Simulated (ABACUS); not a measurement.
# HfO2 (P2_1/c) in ABACUS: further runs

One crystal, HfO2, is run at these levels: PBE; tasks: band structure.

All numbers are computed with ABACUS 3.10.1; they aren't measurements. Logs are shortened: lines on timing, memory, paths and dates and some standing lists are left out, and cuts for length are marked.

**Experimental background.**

From “Temperature dependence of self-trapped exciton luminescence in nanostructured hafnia powder”, 2021, arxiv:2112.02602, for a bulk crystal of HfO2: band gap 5.54 eV (indirect).

The runs below are set against these values where they give the same quantity.

**1. The structure**

It takes space group P2_1/c (No. 14, monoclinic). Conventional cell: a = 5.118 Å, b = 5.186 Å, c = 5.284 Å, α = 90.00°, β = 99.35°, γ = 90.00°. Hf (site symmetry 1) has 7 O at 2.03 to 2.25 Å as nearest neighbours. O (site symmetry 1) is surrounded by 3 Hf at 2.03 to 2.12 Å. O (site symmetry 1) is surrounded by 4 Hf at 2.14 to 2.25 Å.

**2. Band structure, PBE**

The input, INPUT:

```
INPUT_PARAMETERS
suffix              HfO2
calculation         nscf
basis_type          lcao
pseudo_dir          ./
orbital_dir         ./
symmetry            -1
dft_functional      pbe
ecutwfc             100.0
pseudo_rcut         7
nspin               1
nbands              64
ks_solver           genelpa
smearing_method     fd
smearing_sigma      0.00367493
scf_thr             1e-07
scf_nmax            100
mixing_type         broyden
mixing_beta         0.7
init_chg            file
out_band            1
```

The input, STRU:

```
ATOMIC_SPECIES
Hf 178.4900 Hf.upf
O 15.9990 O.upf

NUMERICAL_ORBITAL
Hf_confined-atom_8au_3s2p2d1f.orb
O_confined-atom_6au_2s2p1d.orb

LATTICE_CONSTANT
1.8897261246

LATTICE_VECTORS
5.1180000000 0.0000000000 0.0000000000
0.0000000000 5.1857000000 0.0000000000
-0.8586630598 0.0000000000 5.2138671406

ATOMIC_POSITIONS
Direct

Hf
0.0
4
0.2755000000 0.4603000000 0.7080000000 1 1 1
0.7245000000 0.9603000000 0.7920000000 1 1 1
0.7245000000 0.5397000000 0.2920000000 1 1 1
0.2755000000 0.0397000000 0.2080000000 1 1 1

O
0.0
8
0.0742000000 0.1684000000 0.8467000000 1 1 1
0.9258000000 0.6684000000 0.6533000000 1 1 1
0.9258000000 0.8316000000 0.1533000000 1 1 1
0.0742000000 0.3316000000 0.3467000000 1 1 1
0.4487000000 0.7419000000 0.9801000000 1 1 1
0.5513000000 0.2419000000 0.5199000000 1 1 1
0.5513000000 0.2581000000 0.0199000000 1 1 1
0.4487000000 0.7581000000 0.4801000000 1 1 1
```

The input, KPT:

```
K_POINTS
14
Line
0.00000000 0.00000000 0.00000000 6 // G
0.00000000 0.00000000 0.50000000 6 // Y
-0.43273102 0.00000000 0.57260065 6 // H
-0.50000000 0.00000000 0.50000000 6 // C
-0.50000000 0.50000000 0.50000000 6 // E
-0.56726898 0.50000000 0.42739935 6 // M1
-0.50000000 0.50000000 0.00000000 6 // A
-0.50000000 0.00000000 0.00000000 6 // X
-0.56726898 0.00000000 0.42739935 1 // H1
-0.43273102 0.50000000 0.57260065 6 // M
0.00000000 0.50000000 0.50000000 6 // D
0.00000000 0.50000000 0.00000000 1 // Z
0.00000000 0.00000000 0.50000000 6 // Y
0.00000000 0.50000000 0.50000000 1 // D
```

Potentials or basis: PseudoDojo NC FR 0.4 PBE standard, DZP LCAO (the cutoffs set its grid).

On the command line:

```sh
OMP_NUM_THREADS=1 mpirun -np 4 abacus > log
```

running log:

```text
ABACUS v3.10.1

               Atomic-orbital Based Ab-initio Computation at UStc

 ------------------------------------------------------------------------------------

 READING GENERAL INFORMATION
                           global_out_dir = OUT.HfO2/
                           global_in_card = INPUT
                               pseudo_dir = ./
                              orbital_dir = ./
                                    DSIZE = 4
                                    GSIZE = 1

 READING UNITCELL INFORMATION
                                    ntype = 2
                  lattice constant (Bohr) = 1.88973
              lattice constant (Angstrom) = 1

 READING ATOM TYPE 1
                               atom label = Hf
                      L=0, number of zeta = 3
                      L=1, number of zeta = 2
                      L=2, number of zeta = 2
                      L=3, number of zeta = 1
             number of atom for this type = 4

 READING ATOM TYPE 2
                               atom label = O
                      L=0, number of zeta = 2
                      L=1, number of zeta = 2
                      L=2, number of zeta = 1
             number of atom for this type = 8

                        TOTAL ATOM NUMBER = 12
DIRECT COORDINATES
    atom                   x                   y                   z     mag                  vx                  vy                  vz
taud_Hf1            0.2755000000        0.4603000000        0.7080000000  0.0000        0.0000000000        0.0000000000        0.0000000000
taud_Hf2            0.7245000000        0.9603000000        0.7920000000  0.0000        0.0000000000        0.0000000000        0.0000000000
taud_Hf3            0.7245000000        0.5397000000        0.2920000000  0.0000        0.0000000000        0.0000000000        0.0000000000
taud_Hf4            0.2755000000        0.0397000000        0.2080000000  0.0000        0.0000000000        0.0000000000        0.0000000000
taud_O1            0.0742000000        0.1684000000        0.8467000000  0.0000        0.0000000000        0.0000000000        0.0000000000
taud_O2            0.9258000000        0.6684000000        0.6533000000  0.0000        0.0000000000        0.0000000000        0.0000000000
taud_O3            0.9258000000        0.8316000000        0.1533000000  0.0000        0.0000000000        0.0000000000        0.0000000000
taud_O4            0.0742000000        0.3316000000        0.3467000000  0.0000        0.0000000000        0.0000000000        0.0000000000
taud_O5            0.4487000000        0.7419000000        0.9801000000  0.0000        0.0000000000        0.0000000000        0.0000000000
taud_O6            0.5513000000        0.2419000000        0.5199000000  0.0000        0.0000000000        0.0000000000        0.0000000000
taud_O7            0.5513000000        0.2581000000        0.0199000000  0.0000        0.0000000000        0.0000000000        0.0000000000
taud_O8            0.4487000000        0.7581000000        0.4801000000  0.0000        0.0000000000        0.0000000000        0.0000000000

                          Volume (Bohr^3) = 933.822
                             Volume (A^3) = 138.378

 Lattice vectors: (Cartesian coordinate: in unit of a_0)
               +5.118                  +0                  +0
                   +0             +5.1857                  +0
            -0.858663                  +0            +5.21387
 Reciprocal vectors: (Cartesian coordinate: in unit of 2 pi/a_0)
            +0.195389                  -0          +0.0321783
                   -0           +0.192838                  -0
                   +0                  -0           +0.191796
 The esolver type has been set to : ksdft_lcao

                PAO radial cut off (Bohr) = 7

 Read in pseudopotential file is Hf.upf
[... 123 lines left out ...]

[... K-POINTS DIRECT COORDINATES: 69 rows ...]

 SETUP PLANE WAVES FOR WAVE FUNCTIONS
     energy cutoff for wavefunc (unit:Ry) = 100
              fft grid for wave functions = [ 64, 64, 64 ]
                    number of plane waves = 18431
                         number of sticks = 841

 PARALLEL PW FOR WAVE FUNCTIONS
     PROC   COLUMNS(POT)             PW
        1            210           4607
        2            210           4607
        3            210           4608
        4            211           4609
 --------------- sum -------------------
        4            841          18431

 SET NONLOCAL PSEUDOPOTENTIAL PROJECTORS
 SET NONLOCAL PSEUDOPOTENTIAL PROJECTORS
 max number of nonlocal projetors among all species is 8

 -------------------------------------------
 NONSELF-CONSISTENT
 -------------------------------------------

 SETUP SEARCHING RADIUS FOR PROGRAM TO SEARCH ADJACENT ATOMS
                  longest orb rcut (Bohr) = 8
   longest nonlocal projector rcut (Bohr) = 2.46
                     search radius (Bohr) = 20.9
              searching radius is (Bohr)) = 20.9
         searching radius unit is (Bohr)) = 1.89
                         PeriodicBoundary = 1
                        Radius(unit:lat0) = 11.1
                                   glayer = [ 4, 4, 4 ]
                             glayer_minus = [ 3, 3, 3 ]

Find the coordinate range of the input atom(unit:lat0).
                                  min_tau = [ -18.3, -15.4, -15.5 ]
                                  max_tau = [ 22.5, 20.5, 20.8 ]
                                BoxNumber = [ 7, 7, 7 ]

 SETUP EXTENDED REAL SPACE GRID FOR GRID INTEGRATION
                          real space grid = [ 64, 64, 64 ]
                 big cell numbers in grid = [ 16, 16, 16 ]
             meshcell numbers in big cell = [ 4, 4, 4 ]
                        extended fft grid = [ 14, 14, 13 ]
                dimension of extened grid = [ 45, 45, 43 ]
                            UnitCellTotal = 27
              Atom number in sub-FFT-grid = 12
    Local orbitals number in sub-FFT-grid = 208
                                ParaV.nnr = 203136
                                 init_chg = file
 try to read charge from file
 Read in the charge density: OUT.HfO2//HfO2-CHARGE-DENSITY.restart

 LCAO ALGORITHM --------------- ION=   1  ELEC=   1--------------------------------
[... levels at 69 k points of this process ...]

 Density error is 0.00000000000
----------------------------------------------------------
     Energy           Rydberg                 eV
----------------------------------------------------------
 E_KohnSham     -718.9988210116      -9782.4808210397
 E_KS(sigma->0) -718.9988210116      -9782.4808210397
 E_Harris       -718.9988210116      -9782.4808210397
 E_band         -40.5614648517       -551.8670412093
 E_one_elec     -142.4851617703      -1938.6100805278
 E_Hartree      125.5122211346       1707.6813760669
 E_xc           -182.2526139895      -2479.6740256514
 E_Ewald        -519.7732663864      -7071.8780909274
 E_entropy(-TS) -0.0000000000        -0.0000000000
 E_descf        0.0000000000         0.0000000000
 E_exx          0.0000000000         0.0000000000
 E_Fermi        0.9975758191         13.5727153262
----------------------------------------------------------

 charge density convergence is achieved
 final etot is -9782.4808210 eV
 EFERMI = 13.572715326 eV

 STATE ENERGY(eV) AND OCCUPATIONS    NSPIN == 1
 1/69 kpoint (Cartesian) = 0.0000 0.0000 0.0000 (3945 pws)
       1       -49.4406      0.0289855
       2       -49.4209      0.0289855
       3       -49.4173      0.0289855
       4       -49.4168      0.0289855
       5       -19.1663      0.0289855
       6       -19.1355      0.0289855
[... 386 lines left out ...]
      63        19.4949    1.05402e-53
      64        19.7008    1.71531e-55

[... levels at 63 further k points ...]

 --------------------------------------------
 !FINAL_ETOT_IS -9782.480821039717 eV
 --------------------------------------------

 Output bands in file: OUT.HfO2/BANDS_1.dat
```

Wall time 6.6 s (4 MPI ranks of Intel Xeon Platinum 8259CL at 2.50GHz (Skylake/Cascade Lake), shared host); peak memory 0.6 GiB.

Results:

```
Band gap along the path : 4.13 eV, indirect (least direct gap 4.21 eV)
```

Levels at the corners of the path, in eV from the Fermi level:
```csv
point,band 45,band 46,band 47,band 48,band 49,band 50,band 51,band 52
Γ,-3.53,-3.49,-3.15,-2.90,1.68,2.24,2.41,2.63
Y,-3.84,-3.84,-3.43,-3.43,1.92,1.92,2.37,2.37
H,-4.05,-3.68,-3.62,-3.28,1.46,1.67,2.57,2.70
C,-3.95,-3.95,-3.44,-3.44,1.55,1.55,2.68,2.68
E,-4.02,-4.02,-3.72,-3.72,1.71,1.71,2.42,2.42
M1,-4.02,-4.02,-3.68,-3.68,1.73,1.73,2.45,2.45
A,-3.88,-3.88,-3.53,-3.53,1.92,1.92,2.41,2.41
X,-3.68,-3.52,-3.44,-3.00,1.23,2.29,2.36,2.39
H1,-4.05,-3.68,-3.62,-3.28,1.46,1.67,2.57,2.70
M,-4.02,-4.02,-3.68,-3.68,1.73,1.73,2.45,2.45
D,-3.84,-3.84,-3.61,-3.61,2.10,2.10,2.26,2.26
Z,-3.75,-3.75,-3.39,-3.39,2.22,2.22,2.72,2.72
Y,-3.84,-3.84,-3.43,-3.43,1.92,1.92,2.37,2.37
D,-3.84,-3.84,-3.61,-3.61,2.10,2.10,2.26,2.26
```

Caveat: the atomic orbitals were generated for these runs and aren't a published set; the density is read from an earlier self-consistent run, whose mesh may be coarse; spin-orbit coupling is left out, which moves the levels of the heavy elements; the basis of atomic orbitals isn't converged, which shifts pressures, moduli and gaps.

**3. Band structure, PBE, spin-orbit coupling, no magnetisation**

INPUT, as its differences from that of step 2:

```diff
@@ -10,4 +10,4 @@
 pseudo_rcut         7
-nspin               1
-nbands              64
+nspin               4
+nbands              128
 ks_solver           genelpa
@@ -18,3 +18,5 @@
 mixing_type         broyden
-mixing_beta         0.7
+mixing_beta         0.4
+noncolin            0
+lspinorb            1
 init_chg            file
```

STRU is that of step 2.

KPT is that of step 2.

Potentials or basis: PseudoDojo NC FR 0.4 PBE standard, DZP LCAO (the cutoffs set its grid).

On the command line:

```sh
OMP_NUM_THREADS=1 mpirun -np 4 abacus > log
```

running log:

```text
ABACUS v3.10.1

               Atomic-orbital Based Ab-initio Computation at UStc

 ------------------------------------------------------------------------------------

 READING GENERAL INFORMATION
                           global_out_dir = OUT.HfO2/
                           global_in_card = INPUT
                               pseudo_dir = ./
                              orbital_dir = ./
                                    DSIZE = 4
                                    GSIZE = 1

 READING UNITCELL INFORMATION
                                    ntype = 2
                  lattice constant (Bohr) = 1.88973
              lattice constant (Angstrom) = 1

 READING ATOM TYPE 1
                               atom label = Hf
                      L=0, number of zeta = 3
                      L=1, number of zeta = 2
                      L=2, number of zeta = 2
                      L=3, number of zeta = 1
             number of atom for this type = 4
               magnetization of element 1 = [ 0, 0, 0 ]

 READING ATOM TYPE 2
                               atom label = O
                      L=0, number of zeta = 2
                      L=1, number of zeta = 2
                      L=2, number of zeta = 1
             number of atom for this type = 8
               magnetization of element 2 = [ 0, 0, 0 ]

                        TOTAL ATOM NUMBER = 12
DIRECT COORDINATES
    atom                   x                   y                   z     mag                  vx                  vy                  vz
taud_Hf1            0.2755000000        0.4603000000        0.7080000000  0.0000        0.0000000000        0.0000000000        0.0000000000
taud_Hf2            0.7245000000        0.9603000000        0.7920000000  0.0000        0.0000000000        0.0000000000        0.0000000000
[... 208 lines left out ...]
                dimension of extened grid = [ 45, 45, 43 ]
                            UnitCellTotal = 27
              Atom number in sub-FFT-grid = 12
    Local orbitals number in sub-FFT-grid = 416
                                ParaV.nnr = 812544

                                 init_chg = file
 try to read charge from file
 Read in the charge density: OUT.HfO2//HfO2-CHARGE-DENSITY.restart

 LCAO ALGORITHM --------------- ION=   1  ELEC=   1--------------------------------
[... levels at 69 k points of this process ...]

total magnetism (Bohr mag/cell)	1.37482e-13	-3.31139e-14	-6.53437e-14
       absolute magnetism (Bohr mag/cell) = 4.04581e-12

 Density error is 0.00000000000
----------------------------------------------------------
     Energy           Rydberg                 eV
----------------------------------------------------------
 E_KohnSham     -718.2334422734      -9772.0673090718
 E_KS(sigma->0) -718.2334422734      -9772.0673090718
 E_Harris       -718.2334422734      -9772.0673090718
 E_band         -40.5340214456       -551.4936545149
 E_one_elec     -141.2630460925      -1921.9823436942
 E_Hartree      124.7662370280       1697.5317415989
 E_xc           -181.9633668224      -2475.7386160490
 E_Ewald        -519.7732663864      -7071.8780909274
 E_entropy(-TS) -0.0000000000        -0.0000000000
 E_descf        0.0000000000         0.0000000000
 E_exx          0.0000000000         0.0000000000
 E_Fermi        0.9918470255         13.4947710905
----------------------------------------------------------

 charge density convergence is achieved
 final etot is -9772.0673091 eV
 EFERMI = 13.494771090 eV

 STATE ENERGY(eV) AND OCCUPATIONS    NSPIN == 4
 1/69 kpoint (Cartesian) = 0.0000 0.0000 0.0000 (3945 pws)
       1       -49.8238      0.0144928
       2       -49.8238      0.0144928
       3       -49.8048      0.0144928
       4       -49.8048      0.0144928
       5       -49.8013      0.0144928
       6       -49.8013      0.0144928
[... 770 lines left out ...]
     127        19.6315    7.21605e-56
     128        19.6315    7.21605e-56

[... levels at 63 further k points ...]

 --------------------------------------------
 !FINAL_ETOT_IS -9772.067309071799 eV
 --------------------------------------------

 Output bands in file: OUT.HfO2/BANDS_1.dat
```

It took 14 s on 4 MPI ranks of Intel Xeon Platinum 8259CL at 2.50GHz (Skylake/Cascade Lake), shared host; peak memory 1.1 GiB.

What came out:

```
Band gap along the path : 4.03 eV, indirect (least direct gap 4.11 eV)
```

Levels at the corners of the path, in eV from the Fermi level:
| point | band 92 | band 93 | band 94 | band 95 | band 96 | band 97 | band 98 | band 99 | band 100 | band 101 |
| --- | --- | --- | --- | --- | --- | --- | --- | --- | --- | --- |
| Γ | -3.35 | -2.99 | -2.99 | -2.79 | -2.79 | 1.70 | 1.70 | 2.22 | 2.22 | 2.39 |
| Y | -3.65 | -3.29 | -3.29 | -3.29 | -3.29 | 1.92 | 1.92 | 1.92 | 1.92 | 2.35 |
| H | -3.55 | -3.46 | -3.46 | -3.15 | -3.15 | 1.47 | 1.47 | 1.67 | 1.67 | 2.57 |
| C | -3.79 | -3.30 | -3.30 | -3.30 | -3.30 | 1.55 | 1.55 | 1.55 | 1.55 | 2.67 |
| E | -3.86 | -3.59 | -3.59 | -3.52 | -3.52 | 1.71 | 1.71 | 1.74 | 1.74 | 2.34 |
| M1 | -3.84 | -3.55 | -3.55 | -3.49 | -3.49 | 1.73 | 1.73 | 1.76 | 1.76 | 2.38 |
| A | -3.72 | -3.40 | -3.40 | -3.40 | -3.40 | 1.95 | 1.95 | 1.95 | 1.95 | 2.42 |
| X | -3.40 | -3.30 | -3.30 | -2.89 | -2.89 | 1.24 | 1.24 | 2.27 | 2.27 | 2.37 |
| H1 | -3.55 | -3.46 | -3.46 | -3.15 | -3.15 | 1.47 | 1.47 | 1.67 | 1.67 | 2.57 |
| M | -3.84 | -3.55 | -3.55 | -3.49 | -3.49 | 1.73 | 1.73 | 1.76 | 1.76 | 2.38 |
| D | -3.71 | -3.48 | -3.48 | -3.42 | -3.42 | 2.07 | 2.07 | 2.12 | 2.12 | 2.19 |
| Z | -3.62 | -3.24 | -3.24 | -3.24 | -3.24 | 2.22 | 2.22 | 2.22 | 2.22 | 2.70 |
| Y | -3.65 | -3.29 | -3.29 | -3.29 | -3.29 | 1.92 | 1.92 | 1.92 | 1.92 | 2.35 |
| D | -3.71 | -3.48 | -3.48 | -3.42 | -3.42 | 2.07 | 2.07 | 2.12 | 2.12 | 2.19 |

Caveat: the atomic orbitals were generated for these runs and aren't a published set; the density is read from an earlier self-consistent run, whose mesh may be coarse; the basis of atomic orbitals isn't converged, which shifts pressures, moduli and gaps.

**4. Against experiment**

Step 2. Measured gap of HfO2: 5.54 eV (indirect; quoted in “Temperature dependence of self-trapped exciton luminescence in nanostructured hafnia powder”, 2021, arxiv:2112.02602). This calculation gives 4.13 eV (-1.41 eV). Spin-orbit coupling on Hf is left out. The value is that of PBE in an atomic basis (PseudoDojo NC FR 0.4 PBE standard, DZP LCAO (the cutoffs set its grid)), whose error adds to the functional's,, without temperature or zero-point motion. Semilocal functionals fall short of measured gaps as a rule.

Step 3. Against the measured gap of HfO2, 5.54 eV (indirect; quoted in “Temperature dependence of self-trapped exciton luminescence in nanostructured hafnia powder”, 2021, arxiv:2112.02602), the calculated 4.03 eV is off by -1.51 eV. The value is that of PBE in an atomic basis (PseudoDojo NC FR 0.4 PBE standard, DZP LCAO (the cutoffs set its grid)), whose error adds to the functional's,, without temperature or zero-point motion. Semilocal functionals fall short of measured gaps as a rule.
